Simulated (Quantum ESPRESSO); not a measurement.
# PtS2 under changes of volume

One of the cells (18.261 Å³/atom); the others are scaled copies at fixed shape and fractional positions:

```
Pt S
1.0
     3.54320    0.00000    0.00000
    -1.77160    3.06850    0.00000
     0.00000    0.00000    5.03880
Pt S
1 2
Direct
  0.00000 0.00000 0.00000
  0.66667 0.33333 0.77300
  0.33333 0.66667 0.22700
```

* Program: Quantum ESPRESSO 7.5
* Functional: LDA
* Potentials or basis: GBRV 1.5 LDA
* Cutoff: 612 eV
* Density cutoff: 4898 eV
* k mesh: 9 × 9 × 5
* Occupations: fermi-dirac, width 0.05 eV
* Spin: no spin polarisation

```tsv
volume (Å³/atom)	energy over the lowest point (meV/atom)	pressure (GPa)	gap on the mesh (eV)	largest force (eV/Å)
17.165	66.52	15.1	0.97	1.851
17.531	36.77	10.7	0.95	1.475
17.896	?	?	?	?
18.261	4.45	3.4	0.90	0.810
18.626	0.00	0.3	0.89	0.516
18.992	2.22	-2.5	0.87	0.245
19.357	10.43	-5.0	0.85	0.004
```

Q: What does the run at 17.896 Å³/atom give?

A: Energy over the lowest point 16.41 meV/atom; pressure 6.8 GPa; gap on the mesh 0.92 eV; largest force 1.128 eV/Å.

Worked out: A Birch-Murnaghan fit of order 3 (a polynomial in V^(-2/3)) to the other rows has its minimum at 18.68 Å³/atom with B0 = V·E''(V) = 148 GPa and B' = 4.7 at fixed shape and positions, which overstates the stiffness. It gives 16.43 meV/atom at 17.896 Å³/atom, against the run's 16.41, and -dE/dV = 7.0 GPa, against 6.8. A straight line through the other rows of the gap, of slope -0.995 eV per unit of ln V, gives 0.93 eV, against the run's 0.92.

Energies are extrapolated to zero smearing.

Caveats: spin-orbit coupling is left out, which moves the levels of the heavy elements; an odd mesh through Γ misses points on the zone boundary, where band edges often lie; forces of over 1 eV/Å show positions far from the minimum, so gaps and moduli don't describe the material at rest (some runs).
